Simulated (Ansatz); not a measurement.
# SnSe (Fm-3m) in Ansatz: a series of runs

One crystal, SnSe, is run at these levels: BLYP+D4, PBE-LYP, PBE; tasks: band structure, elastic constants, single point.

Everything below comes from runs of Ansatz 0.2.0. Logs are shortened: lines on timing, memory, paths and dates and some standing lists are left out, and cuts for length are marked.

## Step 1: Starting point

The structure is cubic, space group Fm-3m (No. 225). The conventional cell has a = 6.020 Å, b = 6.020 Å, c = 6.020 Å, α = 90.00°, β = 90.00°, γ = 90.00°. Around Sn (site symmetry m-3m) lie 6 Se at 3.01 Å. Se (site symmetry m-3m) is surrounded by 6 Sn at 3.01 Å.

Measurements of this composition are mostly on another form, of space group No. 62.

## Step 2: Band structure, BLYP+D4, spin-orbit coupling, no magnetisation

input.yaml

```yaml
crystal:
  lattice:
    - [0.0, 3.01, 3.01]
    - [3.01, 0.0, 3.01]
    - [3.01, 3.01, 0.0]
  atoms:
    - { symbol: Sn, position: [0.0, 0.0, 0.0] }
    - { symbol: Se, position: [0.5, 0.5, 0.5] }
kpoints:
  mp_grid: { grid: [6, 6, 6] }
  band_path:
    path:
      - [0.0, 0.0, 0.0]
      - [0.5, 0.0, 0.5]
      - [0.5, 0.25, 0.75]
      - [0.375, 0.375, 0.75]
      - [0.0, 0.0, 0.0]
      - [0.5, 0.5, 0.5]
      - [0.625, 0.25, 0.625]
      - [0.5, 0.25, 0.75]
    npoints: 8
scf:
  occupations: { method: fixed }
hamiltonian:
  xc: blyp
  dispersion: d4
  pseudopotentials: { kind: all_electron, lapw: { basis_error: 0.001 } }
magnetization:
  noncollinear: true
  spin_orbit: true
output:
  forces: true
  stress: true
  eigenvalues: true
```

Potentials or basis: all-electron LAPW, relativistic spinors.

Launch:

```console
ansatz run input.yaml --threads 1 --pin off --max-ram 2560MiB --backend cpu --events-out ev --progress --plain --runs-dir out
```

The log of the run:

```text
Warning: RAYON_NUM_THREADS=1 ignored (pool sized by the plan → 1); use --threads N
LAPW: plane waves up to 7.065 Å⁻¹, error target 1.0e-3 eV per atom; Dirac's equation on spinors; Se in spheres of 1.433 Å, 24 of its electrons in bands; Sn in spheres of 1.577 Å, 22 of its electrons in bands (how accurate: hamiltonian.pseudopotentials.lapw.basis_error, Limitations)
Engine: ansatz 0.2.0, aarch64-unknown-linux-gnu
Pseudopotentials: kind: all_electron
Pseudopotential: Sn, LAPW, valence charge 22, lapw/all_electron/dirac/gaussian/Sn, Dirac's equation, gaussian nucleus
Pseudopotential: Se, LAPW, valence charge 24, lapw/all_electron/dirac/gaussian/Se, Dirac's equation, gaussian nucleus
Functional definition: BLYP
  parameter beta = 0.0042
  parameter a = 0.04918
  parameter b = 0.132
  parameter c = 0.2533
  parameter d = 0.349
  exchange = b88_x(beta = beta)
  correlation = lyp_c(a = a, b = b, c = c, d = d)
davidson cushion auto → on  (no smearing: the cushion is to keep the highest requested band from converging to the state above it; pin scf.eigensolver.cushion to override)
non-collinear run that drives no moment, with spin-orbit: no starting moment large enough to seed its density (crystal.atoms[].spin), no starting occupations that ask for one, no magnetisation constraint and no magnetic field, so the semilocal B_xc is pinned to zero
Crystal: 2 atoms, lattice volume = 54.542 Å³
Basis set: ecut = 190.19732168380727 eV, 331 PW (Γ), exchange–correlation at level 2
Bands: 56, of which v1, the nominal top of the filled ones, is band 46 counted from 1 (45 counted from 0)
Symmetry: 48 space group operations + 48 with time reversal
Magnetic group: BNS 225.117 (UNI 1619), of the structure as read, at distance tolerance 3.8e-5 Å
k-points: 16 of 216
Non-local potential: Sn, projectors of the file, none
Non-local potential: Se, projectors of the file, none
[... 14 lines left out ...]
SCF 1 converged in 7 iterations: F = -234298.119698 eV  dr2 = 4.08e-9
NSCF: frozen V_eff on 57 k-points
SCF converged after 7 iterations
Magnetization: |M| = 0.0000 μB,  M = (+0.0000, +0.0000, +0.0000) μB
Absolute magnetization: 0.0000 μB (∫|m|)
  site 0: m = (+0.0000, +0.0000, +0.0000) μB, |m| = 0.0000 μB  (R = 1.58 Å)
  site 1: m = (+0.0000, +0.0000, +0.0000) μB, |m| = 0.0000 μB  (R = 1.43 Å)
Free energy (F): -234298.119698 eV
Harris-Foulkes:  -234298.119698 eV  (|F-HF|=1.75e-8)
Internal energy: -234298.119698 eV  (E = F + TS)
E sigma→0 (E₀):  -234298.119698 eV
Fermi energy:    11.254602 eV
--- Per-component energies (eV) ---
  E_band       = -2304.498510
  E_kinetic    = 244794.944502
  E_xc         = -6923.622537
  E_electrostatic = -472167.974876  (all electrons and nuclei)
  E_disp       = -1.466787  (pairwise vdW)
  E_smearing   = -0.000000  (= −TS)
  E_closure    = 0.000000  (closes the sum)
  E_atoms      = -234289.691038  (free atoms, spherical and without spin; not in F)
  Σ components = -234298.119698   (vs F -234298.119698, Δ=0.00e0)
  Basis errors (estimates in eV, not in F): energy 4.7e-4 per atom: plane waves 4.4e-4 (2.5e-4 summed), levels above the bands 0.0e0, relativity 1.2e-7, radial functions 2.2e-5, core shells 8.7e-10; eigenvalues (radial functions only) 4.9e-6; not estimated: angular momenta, meshes, grids; target (lapw.basis_error) 1.0e-3; muffin-tin radii Se 1.433 Å, Sn 1.577 Å
--- Forces (eV/Å), atoms counted from 1 ---
  atom   1  Sn     0.00000000    -0.00000000    -0.00000000
  atom   2  Se    -0.00000000     0.00000000    -0.00000000
  max |Σ_I F_I| component: 9.47e-30 eV/Å
--- Stress (GPa, compression-positive) ---
        0.393293       0.000000       0.000000
        0.000000       0.393293       0.000000
        0.000000       0.000000       0.393293
  P = ⅓ Tr σ = 0.3933 GPa (3.933 kbar)
--- Band table (eV; the first three rows and the last of 16) ---
  k-point 0: bands = ["-196.4508", "-196.4508", "-140.0399", "-140.0399", "-134.1581", "-134.1581", "-134.1581", "-134.1581", "-118.3256", "-118.3256", "-79.4143", "-79.4143", "-71.8166", "-71.8166", "-71.8166", "-71.8166", "-36.9187", "-36.9187", "-36.9187", "-36.9187", "-36.0247", "-36.0247", "-36.0247", "-36.0247", "-36.0232", "-36.0232", "-11.0463", "-11.0463", "-11.0463", "-11.0463", "-10.0069", "-10.0069", "-10.0069", "-10.0069", "-10.0064", "-10.0064", "-2.6924", "-2.6924", "5.9848", "5.9848", "8.7051", "8.7051", "9.1544", "9.1544", "9.1544", "9.1544", "14.8657", "14.8657", "15.6835", "15.6835", "15.6835", "15.6835", "17.3141", "17.3141", "17.3141", "17.3141"]
  k-point 1: bands = ["-196.4508", "-196.4508", "-140.0399", "-140.0399", "-134.1581", "-134.1581", "-134.1581", "-134.1581", "-118.3256", "-118.3256", "-79.4143", "-79.4143", "-71.8167", "-71.8167", "-71.8167", "-71.8167", "-36.9187", "-36.9187", "-36.9186", "-36.9186", "-36.0247", "-36.0247", "-36.0247", "-36.0247", "-36.0231", "-36.0231", "-11.0465", "-11.0465", "-11.0450", "-11.0450", "-10.0085", "-10.0085", "-10.0054", "-10.0054", "-10.0044", "-10.0044", "-2.5069", "-2.5069", "5.1048", "5.1048", "8.8599", "8.8599", "9.1914", "9.1914", "9.7340", "9.7340", "13.8717", "13.8717", "14.4528", "14.4528", "14.5807", "14.5807", "17.3781", "17.3781", "17.9331", "17.9331"]
  k-point 2: bands = ["-196.4508", "-196.4508", "-140.0399", "-140.0399", "-134.1581", "-134.1581", "-134.1581", "-134.1581", "-118.3256", "-118.3256", "-79.4143", "-79.4143", "-71.8167", "-71.8167", "-71.8167", "-71.8167", "-36.9186", "-36.9186", "-36.9186", "-36.9186", "-36.0247", "-36.0247", "-36.0246", "-36.0246", "-36.0231", "-36.0231", "-11.0469", "-11.0469", "-11.0425", "-11.0425", "-10.0118", "-10.0118", "-10.0024", "-10.0024", "-10.0004", "-10.0004", "-2.0653", "-2.0653", "3.7517", "3.7517", "9.0305", "9.0305", "9.3093", "9.3093", "10.6407", "10.6407", "12.4897", "12.4897", "12.9478", "12.9478", "13.2068", "13.2068", "18.2769", "18.2769", "19.5490", "19.5490"]
  k-point 15: bands = ["-196.4508", "-196.4508", "-140.0399", "-140.0399", "-134.1581", "-134.1581", "-134.1581", "-134.1581", "-118.3256", "-118.3256", "-79.4143", "-79.4143", "-71.8167", "-71.8167", "-71.8167", "-71.8167", "-36.9186", "-36.9186", "-36.9186", "-36.9186", "-36.0247", "-36.0247", "-36.0246", "-36.0246", "-36.0231", "-36.0231", "-11.0462", "-11.0462", "-11.0430", "-11.0430", "-10.0157", "-10.0157", "-10.0053", "-10.0053", "-9.9941", "-9.9941", "-1.5041", "-1.5041", "4.3617", "4.3617", "6.1880", "6.1880", "7.0368", "7.0368", "9.4244", "9.4244", "13.7684", "13.7684", "15.4409", "15.4409", "16.5804", "16.5804", "17.3106", "17.3106", "20.2075", "20.2075"]
```

bands.tsv:

```text
[... 71 lines left out ...]
```

Wall time 62 s (1 thread of Arm Neoverse V2, shared host); peak memory 0.39 GiB.

What came out:

- Free energy: -234298.1197 eV
- Pressure: 0.4 GPa
- Band gap on the k mesh: 0.44 eV, direct
- Band gap along the path: 0.25 eV, direct

Levels at the corners of the path, in eV from the valence-band top:
```csv
point,band 42,band 43,band 44,band 45,band 46,band 47,band 48,band 49,band 50,band 51
Γ,-2.56,-2.11,-2.11,-2.11,-2.11,3.60,3.60,4.42,4.42,4.42
X,-5.43,-3.80,-3.80,-3.53,-3.53,3.32,3.32,4.87,4.87,5.45
W,-4.70,-4.67,-4.67,-0.92,-0.92,1.40,1.40,4.77,4.77,4.81
K,-5.03,-3.21,-3.21,-2.51,-2.51,3.10,3.10,3.57,3.57,5.24
Γ,-2.56,-2.11,-2.11,-2.11,-2.11,3.60,3.60,4.42,4.42,4.42
L,-2.12,-1.87,-1.87,-0.01,-0.01,0.43,0.43,1.03,1.03,1.38
U,-5.03,-3.21,-3.21,-2.51,-2.51,3.10,3.10,3.57,3.57,5.24
W,-4.70,-4.67,-4.67,-0.92,-0.92,1.40,1.40,4.77,4.77,4.81
```

Caveat: the mesh misses the band edges, which the band path finds closer together.

## Step 3: Elastic constants, PBE-LYP

input.yaml

```yaml
crystal:
  lattice: { a: 6.02, b: 6.02, c: 6.02, alpha: 90.0, beta: 90.0, gamma: 90.0 }
  space_group: 225
  setting: { hermann_mauguin: Fm-3m }
  reduce_to_primitive: true
  atoms:
    - { symbol: Sn, position: [0.0, 0.0, 0.0] }
    - { symbol: Se, position: [0.5, 0.0, 0.0] }
kpoints:
  mp_grid: { grid: [6, 6, 6] }
scf:
  occupations: { method: fermi_dirac, width: 0.001 }
  algorithm: direct_min
hamiltonian:
  xc: { exchange: pbe, correlation: lyp }
  pseudopotentials:
    kind: all_electron
    lapw: { basis_error: 0.001 }
    nuclear_model: point
output:
  forces: true
  stress: true
elastic:
  mode: clamped_ion
  stencil: two_point
```

Potentials or basis: all-electron LAPW, point nuclei.

Launch:

```console
ansatz run input.yaml --threads 1 --pin off --max-ram 2560MiB --backend cpu --events-out ev --progress --plain --runs-dir out
```

It took 97 s on 1 thread of Arm Neoverse V2, shared host; peak memory 0.43 GiB.

It converged, with:

- Free energy: -234217.1201 eV
- Pressure: 4.7 GPa
- Band gap on the k mesh: 0.38 eV, direct
- Clamped-ion elastic constants C11, C12, C44: 144, 18, 18 GPa
- Voigt bulk modulus: 60 GPa

Levels at points of the mesh, in eV from the valence-band top:
```csv
k point,band 21,band 22,band 23,band 24,band 25,band 26
"(0.00, 0.00, 0.00)",-2.31,-2.31,-2.31,4.12,4.12,4.12
"(0.00, 0.00, -0.50)",-2.04,-2.04,0.00,0.38,1.14,1.14
"(0.00, -0.50, -0.50)",-5.47,-3.71,-3.71,3.26,5.14,5.14
```

Elastic tensor in Voigt notation (GPa, ions clamped, in the Cartesian axes of the cell as first typed):
```
144  18  18   0   0   0
 18 144  18   0   0   0
 18  18 144   0   0   0
  0   0   0  18   0   0
  0   0   0   0  18   0
  0   0   0   0   0  18
```

Caveat: the cell is more than 3 GPa from zero pressure, which shifts response properties; spin-orbit coupling is left out, which moves the levels of the heavy elements.

## Step 4: Single point, PBE, 25.63 Å³/atom (volume scaled by 0.94)

input.yaml

```yaml
crystal:
  lattice:
    - [0.0, 2.9485541872, 2.9485541872]
    - [2.9485541872, 0.0, 2.9485541872]
    - [2.9485541872, 2.9485541872, 0.0]
  atoms:
    - { symbol: Sn, position: [0.0, 0.0, 0.0] }
    - { symbol: Se, position: [0.5, 0.5, 0.5] }
kpoints:
  mp_grid: { grid: [8, 8, 8] }
scf:
  occupations: { method: fermi_dirac, width: 0.05 }
hamiltonian:
  xc: pbe
  pseudopotentials: { kind: all_electron, lapw: { basis_error: 0.0005 } }
output:
  forces: true
  stress: true
  eigenvalues: true
```

Potentials or basis: all-electron LAPW, scalar-relativistic.

Launch:

```console
ansatz run input.yaml --threads 1 --pin off --max-ram 2560MiB --backend cpu --events-out ev --progress --plain --runs-dir out
```

Wall time 8.1 s (1 thread of Arm Neoverse V1, shared host); peak memory 0.3 GiB.

The run converged. Its results:

* Free energy: -234215.9167 eV
* Pressure: 4.6 GPa
* Band gap on the k mesh: 0.76 eV, indirect (least direct gap 0.87 eV)

Caveat: spin-orbit coupling is left out, which moves the levels of the heavy elements.

## Step 5: Single point, PBE, 26.18 Å³/atom (volume scaled by 0.96)

input.yaml, as its differences from that of step 4:

```diff
@@ -2,5 +2,5 @@
   lattice:
-    - [0.0, 2.9485541872, 2.9485541872]
-    - [2.9485541872, 0.0, 2.9485541872]
-    - [2.9485541872, 2.9485541872, 0.0]
+    - [0.0, 2.9693193375, 2.9693193375]
+    - [2.9693193375, 0.0, 2.9693193375]
+    - [2.9693193375, 2.9693193375, 0.0]
   atoms:
```

Launch:

```console
ansatz run input.yaml --threads 1 --pin off --max-ram 2560MiB --backend cpu --events-out ev --progress --plain --runs-dir out
```

Run time: 8.5 s. Hardware: 1 thread of Arm Neoverse V1, shared host; peak memory 0.3 GiB.

Results (log left out):

* Free energy: -234215.9435 eV
* Pressure: 3.3 GPa
* Band gap on the k mesh: 0.73 eV, indirect (least direct gap 0.77 eV)

Caveat: spin-orbit coupling is left out, which moves the levels of the heavy elements.

## Step 6: Single point, PBE, 26.73 Å³/atom (volume scaled by 0.98)

input.yaml, as its differences from that of step 5:

```diff
@@ -2,5 +2,5 @@
   lattice:
-    - [0.0, 2.9693193375, 2.9693193375]
-    - [2.9693193375, 0.0, 2.9693193375]
-    - [2.9693193375, 2.9693193375, 0.0]
+    - [0.0, 2.989798049, 2.989798049]
+    - [2.989798049, 0.0, 2.989798049]
+    - [2.989798049, 2.989798049, 0.0]
   atoms:
```

Potentials or basis: all-electron LAPW, scalar-relativistic.

Launch:

```console
ansatz run input.yaml --threads 1 --pin off --max-ram 2560MiB --backend cpu --events-out ev --progress --plain --runs-dir out
```

It took 8.1 s on 1 thread of Arm Neoverse V1, shared host; peak memory 0.28 GiB.

The run converged. Its results:

```
Free energy            : -234215.9615 eV
Pressure               : 2.0 GPa
Band gap on the k mesh : 0.67 eV, direct
```

Caveat: spin-orbit coupling is left out, which moves the levels of the heavy elements.

## Step 7: Single point, PBE, 27.27 Å³/atom

input.yaml, as its differences from that of step 6:

```diff
@@ -2,5 +2,5 @@
   lattice:
-    - [0.0, 2.989798049, 2.989798049]
-    - [2.989798049, 0.0, 2.989798049]
-    - [2.989798049, 2.989798049, 0.0]
+    - [0.0, 3.01, 3.01]
+    - [3.01, 0.0, 3.01]
+    - [3.01, 3.01, 0.0]
   atoms:
```

Launch:

```console
ansatz run input.yaml --threads 1 --pin off --max-ram 2560MiB --backend cpu --events-out ev --progress --plain --runs-dir out
```

Run time: 8 s. Hardware: 1 thread of Arm Neoverse V1, shared host; peak memory 0.3 GiB.

The run converged. Its results:

```
Free energy            : -234215.9715 eV
Pressure               : 0.9 GPa
Band gap on the k mesh : 0.58 eV, direct
```

Caveat: spin-orbit coupling is left out, which moves the levels of the heavy elements.

## Step 8: Single point, PBE, 27.82 Å³/atom (volume scaled by 1.02)

input.yaml, as its differences from that of step 7:

```diff
@@ -2,5 +2,5 @@
   lattice:
-    - [0.0, 3.01, 3.01]
-    - [3.01, 0.0, 3.01]
-    - [3.01, 3.01, 0.0]
+    - [0.0, 3.0299343558, 3.0299343558]
+    - [3.0299343558, 0.0, 3.0299343558]
+    - [3.0299343558, 3.0299343558, 0.0]
   atoms:
```

Launch:

```console
ansatz run input.yaml --threads 1 --pin off --max-ram 2560MiB --backend cpu --events-out ev --progress --plain --runs-dir out
```

Run time: 8.1 s. Hardware: 1 thread of Arm Neoverse V1, shared host; peak memory 0.3 GiB.

Results (log left out):

| Property | Result |
| --- | --- |
| Free energy | -234215.9743 eV |
| Pressure | -0.1 GPa |
| Band gap on the k mesh | 0.50 eV, direct |

Caveat: spin-orbit coupling is left out, which moves the levels of the heavy elements.

## Step 9: Single point, PBE, 28.36 Å³/atom (volume scaled by 1.04)

input.yaml, as its differences from that of step 8:

```diff
@@ -2,5 +2,5 @@
   lattice:
-    - [0.0, 3.0299343558, 3.0299343558]
-    - [3.0299343558, 0.0, 3.0299343558]
-    - [3.0299343558, 3.0299343558, 0.0]
+    - [0.0, 3.0496098055, 3.0496098055]
+    - [3.0496098055, 0.0, 3.0496098055]
+    - [3.0496098055, 3.0496098055, 0.0]
   atoms:
```

Potentials or basis: all-electron LAPW, scalar-relativistic.

Launch:

```console
ansatz run input.yaml --threads 1 --pin off --max-ram 2560MiB --backend cpu --events-out ev --progress --plain --runs-dir out
```

Wall time 8 s (1 thread of Arm Neoverse V1, shared host); peak memory 0.3 GiB.

Results (log left out):

```
Free energy            : -234215.9706 eV
Pressure               : -1.0 GPa
Band gap on the k mesh : 0.42 eV, direct
```

Caveat: spin-orbit coupling is left out, which moves the levels of the heavy elements.

## Step 10: Single point, PBE, 28.91 Å³/atom (volume scaled by 1.06)

input.yaml, as its differences from that of step 9:

```diff
@@ -2,5 +2,5 @@
   lattice:
-    - [0.0, 3.0496098055, 3.0496098055]
-    - [3.0496098055, 0.0, 3.0496098055]
-    - [3.0496098055, 3.0496098055, 0.0]
+    - [0.0, 3.0690345955, 3.0690345955]
+    - [3.0690345955, 0.0, 3.0690345955]
+    - [3.0690345955, 3.0690345955, 0.0]
   atoms:
```

Launch:

```console
ansatz run input.yaml --threads 1 --pin off --max-ram 2560MiB --backend cpu --events-out ev --progress --plain --runs-dir out
```

Run time: 8 s. Hardware: 1 thread of Arm Neoverse V1, shared host; peak memory 0.3 GiB.

The run converged. Its results:

- Free energy: -234215.9611 eV
- Pressure: -1.8 GPa
- Band gap on the k mesh: 0.34 eV, direct

Caveat: spin-orbit coupling is left out, which moves the levels of the heavy elements.
